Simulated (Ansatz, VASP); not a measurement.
## Ni: 3 runs at one level of theory

The starting cell:

```
CELL_PARAMETERS angstrom
0.00000 1.73757 1.73757
1.73757 0.00000 1.73757
1.73757 1.73757 0.00000
ATOMIC_POSITIONS crystal
Ni 0.00000 0.00000 0.00000
```

Alike in all runs: task relaxation of cell and atoms; functional BLYP; k mesh 13 × 13 × 13; occupations fermi-dirac, width 0.05 eV; collinear spin, ferromagnetic start; no spin-orbit coupling.

```json
{"program and potentials": "Ansatz, Ansatz PAW", "plane-wave cutoff (eV)": "420", "notes": "potentials made for PBE, which Ansatz adapts in part; 18 valence electrons an atom on average", "equilibrium volume (Å³/atom)": "11.44"}
{"program and potentials": "VASP, PBE PAW files Ni, 600 eV", "plane-wave cutoff (eV)": "600", "notes": "potentials made for PBE; 10 valence electrons an atom on average", "equilibrium volume (Å³/atom)": "11.43"}
{"program and potentials": "Ansatz, all-electron LAPW, scalar-relativistic", "plane-wave cutoff (eV)": "-", "notes": "-", "equilibrium volume (Å³/atom)": "11.43"}
```

The equilibrium volume spans 11.43 (VASP, PBE PAW files Ni, 600 eV) to 11.44 Å³/atom (Ansatz, Ansatz PAW), with all-electron results at 11.43. Some sets were made for another functional than the one run, which can shift their rows. The state is the one that the start led to, which needn't be the lowest. Relaxations stop with a little pressure left, so the last digit of a volume isn't settled.

Differences between rows come from potentials, basis sets and numerical settings, since the functional is the same but for its coding. Runs on potential files found faulty are left out.

The three runs give practically the same volume for ferromagnetic Ni, so the result can be read as that of BLYP itself rather than of a particular potential. Treating 10 or 18 electrons as valence makes no material difference. This suggests that the 3s and 3p shells, deep and compact this late in the 3d series, respond little to bonding near equilibrium, although small errors from the frozen core and from the potentials' PBE origin could also partly cancel.

Agreement between codes is not agreement with nature: the volume is clearly larger than the measured one for fcc Ni. The likely cause is the functional. LYP correlation does not recover the uniform electron gas limit, which matters for the delocalised sp electrons of a metal, and BLYP typically underbinds transition metals, whose cohesion also relies on d-band hybridisation. A better potential or basis would therefore not remove the expansion. The close match in volume doesn't establish equal accuracy for the magnetic moment or the elastic response.
